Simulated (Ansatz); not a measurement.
Input and command of a plane-wave DFT calculation in Ansatz:

```yaml
crystal:
  lattice:
    - [5.7615861975, 0.0, 0.0]
    - [0.0, 5.8570264691, 0.0]
    - [0.0, 0.0, 23.917722665]
  atoms:
    - { symbol: "N", position: [0.0, 0.75, 0.3344800052] }
    - { symbol: "N", position: [0.0, 0.25, 0.3344800052] }
    - { symbol: "N", position: [0.5, 0.75, 0.3344800052] }
    - { symbol: "N", position: [0.5, 0.25, 0.3344800052] }
    - { symbol: Ta, position: [0.25, 0.0, 0.3698257178] }
    - { symbol: Ta, position: [0.25, 0.5, 0.3698257178] }
    - { symbol: Ta, position: [0.75, 0.0, 0.3698257178] }
    - { symbol: Ta, position: [0.75, 0.5, 0.3698257178] }
    - { symbol: "N", position: [0.0, 0.5, 0.4405171431] }
    - { symbol: "N", position: [0.0, 0.0, 0.4405171431] }
    - { symbol: "N", position: [0.5, 0.5, 0.4405171431] }
    - { symbol: "N", position: [0.5, 0.0, 0.4405171431] }
    - { symbol: Ta, position: [0.2514381053, 0.7499994712, 0.4770784667] }
    - { symbol: Ta, position: [0.2485276762, 0.2500099198, 0.4770808155] }
    - { symbol: Ta, position: [0.7485107093, 0.7500081585, 0.4770818874] }
    - { symbol: Ta, position: [0.7514336454, 0.2500071025, 0.4770827615] }
    - { symbol: "N", position: [-5.56201e-05, 0.2500481838, 0.5477555998] }
    - { symbol: "N", position: [-7.03251e-05, 0.7500580532, 0.5475681682] }
    - { symbol: "N", position: [0.4999521185, 0.2499989041, 0.5475761982] }
    - { symbol: "N", position: [0.4999504451, 0.7500299104, 0.5477473086] }
    - { symbol: Ta, position: [0.2499104215, 0.5000317245, 0.5836194304] }
    - { symbol: Ta, position: [0.2499614303, 1.24162e-05, 0.5836218638] }
    - { symbol: Ta, position: [0.7498835058, 0.5000356926, 0.5836295727] }
    - { symbol: Ta, position: [0.7499293498, 6.94564e-05, 0.5836330752] }
basis:
  ecutwfc: 420
kpoints:
  mp_grid: { grid: [3, 3, 1] }
hamiltonian:
  xc: pbe
  dispersion: d3bj
scf:
  occupations: { method: gaussian, width: 0.1 }
output:
  forces: true
  eigenvalues: true
  write_density: true
  volumetric_format: npy
efield:
  axis: 3
  dipole_correction: true
  ramp_width: 0.04
```

```bash
ansatz run input.yaml --threads 4 --pin off --max-ram 10240MiB --backend cpu --events-out ev --progress --plain --runs-dir out
```

Processor: Intel(R) Xeon(R) Platinum 8488C (Sapphire Rapids), 4 threads, on a host shared with other jobs.

How long does it run, and how much memory does it take?

About 20 s on 4 threads of Intel(R) Xeon(R) Platinum 8488C (Sapphire Rapids), with other jobs on the host, peak memory 2 GiB. It solves 132 bands at 5 k points (the mesh reduced by symmetry) with about 15815 plane waves, in 12 SCF iterations.
